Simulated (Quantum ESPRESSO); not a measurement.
Runs of Quantum ESPRESSO 7.5 on SnTe. The structure is cubic, space group Fm-3m (No. 225). Conventional cell: a = 6.302 Å, b = 6.302 Å, c = 6.302 Å, α = 90.00°, β = 90.00°, γ = 90.00°. Around Te (site symmetry m-3m) lie 6 Sn at 3.15 Å. Sn (site symmetry m-3m) is surrounded by 6 Te at 3.15 Å. 

| task | level | potentials or basis | spin | cutoff (eV) | SCF threshold | form of the LDA correlation | pressure (GPa) | V0 of scaled cells (Å³/atom) | B0 (GPa) |
| --- | --- | --- | --- | --- | --- | --- | --- | --- | --- |
| equation of state | PBEsol | PseudoDojo 0.4.1 SR PBEsol standard | off | 1088 | 4e-10 Ry | - | - | 31.07 | 47 |
| band structure | PBEsol | PseudoDojo 0.4.1 SR PBEsol standard | off | 1088 | 4e-10 Ry | - | (b) | - | - |
| equation of state | LDA | PseudoDojo 0.4.1 SR LDA standard | off | 1088 | 4e-10 Ry | PW92 | - | (c) | 50 |
| band structure | PBE | PseudoDojo 0.4 FR PBE standard | SOC, no magnetisation | 1088 | 4e-10 Ry | - | 2.3 | - | - |
| equation of state | PBE+D3(BJ) | PseudoDojo 0.4.1 SR PBE standard | off | 1088 | 4e-10 Ry | - | - | (a) | 44 |

Alike in all rows: cell as given; k mesh 7 × 7 × 7; smearing fermi-dirac 0.05 eV.

Problem. Estimate the missing entries.

Solution. (a) 31.50; (b) -0.3; (c) 30.27.
